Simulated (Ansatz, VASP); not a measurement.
## C: VASP beside Ansatz

The input INCAR:

```
  PREC = Accurate
  ENCUT = 520
  EDIFF = 1E-6
  ISMEAR = 0
  SIGMA = 0.1
  LREAL = False
  LASPH = True
  NELM = 80
  ALGO = Fast
  ISIF = 2
  LWAVE = False
  LCHARG = False
  LDIPOL = True
  IDIPOL = 3
  DIPOL = 0.5 0.5 0.222
  GGA = PE
  IVDW = 12
  NBANDS = 26
```

The input KPOINTS:

```
Automatic mesh
0
Gamma
  6 6 1
```

File POSCAR:

```
C
1.0
    4.9314379192      0.0000000000      0.0000000000
   -2.4657189596      4.2707505152      0.0000000000
    0.0000000000      0.0000000000     18.0000000000
C
8
Direct
    0.1666666667      0.3333333333      0.2222222222
    0.1666666667      0.8333333333      0.2222222222
    0.6666666667      0.3333333333      0.2222222222
    0.6666666667      0.8333333333      0.2222222222
    0.3333333333      0.1666666667      0.2222222222
    0.3333333333      0.6666666667      0.2222222222
    0.8333333333      0.1666666667      0.2222222222
    0.8333333333      0.6666666667      0.2222222222
```

Input for Ansatz:

```yaml
crystal:
  lattice:
    - [4.9314379192, 0.0, 0.0]
    - [-2.4657189596, 4.2707505152, 0.0]
    - [0.0, 0.0, 18.0]
  atoms:
    - { symbol: C, position: [0.1666666667, 0.3333333333, 0.2222222222] }
    - { symbol: C, position: [0.1666666667, 0.8333333333, 0.2222222222] }
    - { symbol: C, position: [0.6666666667, 0.3333333333, 0.2222222222] }
    - { symbol: C, position: [0.6666666667, 0.8333333333, 0.2222222222] }
    - { symbol: C, position: [0.3333333333, 0.1666666667, 0.2222222222] }
    - { symbol: C, position: [0.3333333333, 0.6666666667, 0.2222222222] }
    - { symbol: C, position: [0.8333333333, 0.1666666667, 0.2222222222] }
    - { symbol: C, position: [0.8333333333, 0.6666666667, 0.2222222222] }
basis:
  ecutwfc: 420
kpoints:
  mp_grid: { grid: [6, 6, 1] }
hamiltonian:
  xc: pbe
  dispersion: d3bj
scf:
  occupations: { method: gaussian, width: 0.1 }
output:
  forces: true
  eigenvalues: true
efield:
  axis: 3
  dipole_correction: true
  ramp_width: 0.04
```

Alike in both runs: task single point; functional PBE; dispersion D3(BJ); k mesh 6 × 6 × 1; occupations gaussian, width 0.1 eV; no spin polarisation.

|  | VASP | Ansatz |
| --- | --- | --- |
| version | VASP 6.6.1 | Ansatz 0.2.0 |
| potentials or method | VASP PAW PBE potentials, release 64 (C) | scalar-relativistic, plane waves, PAW |
| plane-wave cutoff (eV) | 520 | 420 |
| valence electrons in the cell | 32 | 32 |

|  | VASP | Ansatz | Ansatz less VASP |
| --- | --- | --- | --- |
| gap on the k mesh at the Fermi level (eV) | none | none | - |
| work function, face that differs most (eV) | 4.14 | 4.24 | +0.099 |

A gap of «none» marks a metal or a gap that the smearing closes.
